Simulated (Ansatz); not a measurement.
The system is GaSb.

```
CELL_PARAMETERS angstrom
0.00000 3.05900 3.05900
3.05900 0.00000 3.05900
3.05900 3.05900 0.00000
ATOMIC_POSITIONS crystal
Sb 0.75000 0.75000 0.75000
Ga 0.00000 0.00000 0.00000
```

Base run:

- Program: Ansatz 0.2.0
- Functional: RPBE
- Potentials or basis: all-electron LAPW, scalar-relativistic
- Cutoff: 278 eV
- Density cutoff: 1112 eV
- Basis error allowed: 0.001 eV/atom
- k mesh: 8 × 8 × 8
- Occupations: fermi-dirac, width 0.05 eV
- Spin: no spin polarisation

Its results: pressure 3.9 GPa.

Problem. The run is repeated on the same cell with these changes: functional from RPBE to PBEsol. What comes out?

Solution. Pressure -0.1 GPa.

PBEsol binds more tightly than RPBE, so the same cell stands under less pressure.

Not every run made on this cell is shown here.
